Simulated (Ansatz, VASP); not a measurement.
One calculation of MgH, two programs

INCAR

```
SYSTEM = MgH
PREC = Accurate ; ENCUT = 520
EDIFF = 1E-6 ; ISMEAR = 0
SIGMA = 0.1 ; LREAL = .False.
LASPH = .True. ; NELM = 100
ALGO = Normal ; ISIF = 2
LWAVE = .False. ; LCHARG = .False.
GGA = PE ; NBANDS = 11
```

The input KPOINTS:

```
regular mesh
0
Gamma
  6 6 4
  0 0 0
```

POSCAR

```
MgH
1.0
    2.9742323100      0.0000000000      0.0000000000
    0.0000000000      2.9742323100      0.0000000000
    0.0000000000      0.0000000000      5.3959365200
Mg H
2 2
Direct
    0.0000000000      0.5000000000      0.8515796700
    0.5000000000      0.0000000000      0.1484203300
    0.0000000000      0.5000000000      0.3714335900
    0.5000000000      0.0000000000      0.6285664100
```

Input for Ansatz:

```yaml
crystal:
  lattice:
    - [2.97423231, 0.0, 0.0]
    - [0.0, 2.97423231, 0.0]
    - [0.0, 0.0, 5.39593652]
  atoms:
    - { symbol: Mg, position: [0.0, 0.5, 0.85157967] }
    - { symbol: Mg, position: [0.5, 0.0, 0.14842033] }
    - { symbol: H, position: [0.0, 0.5, 0.37143359] }
    - { symbol: H, position: [0.5, 0.0, 0.62856641] }
basis:
  ecutwfc: 420
kpoints:
  mp_grid: { grid: [6, 6, 4] }
hamiltonian:
  xc: pbe
scf:
  occupations: { method: gaussian, width: 0.1 }
  lower_state_search: "off"
output:
  forces: true
  stress: true
  eigenvalues: true
```

Change from the starting cell: species swapped into the HfAu type (P4/nmm, No. 129).

Alike in both runs: task single point; functional PBE; k mesh 6 × 6 × 4; occupations gaussian, width 0.1 eV; no spin polarisation.

```csv
,VASP,Ansatz
version,VASP 6.6.1,Ansatz 0.2.0
potentials or method,"VASP PAW PBE potentials, release 64 (Mg, H)","scalar-relativistic, plane waves, PAW"
plane-wave cutoff (eV),520,420
valence electrons in the cell,6,22
```

Ansatz gave:

```
gap on the k mesh at the Fermi level (eV)       : none
pressure (GPa)                                  : 7.4
largest component of the traceless stress (GPa) : 1.85
rms of the force components (eV/Å)              : 1.604
```

Question: Estimate VASP's values.

Answer: gap on the k mesh at the Fermi level (eV): none; pressure (GPa): 7.3; largest component of the traceless stress (GPa): 1.86; rms of the force components (eV/Å): 1.608.

Atom by atom the forces differ by 0.005 eV/Å (rms over components). A gap of «none» marks a metal or a gap that the smearing closes. The functional is the same, so the differences come from potentials, cutoffs and numerics. The two sets of potentials don't hold the same shells in valence.

Caveats: forces of over 1 eV/Å show positions far from the minimum, so gaps and moduli don't describe the material at rest.
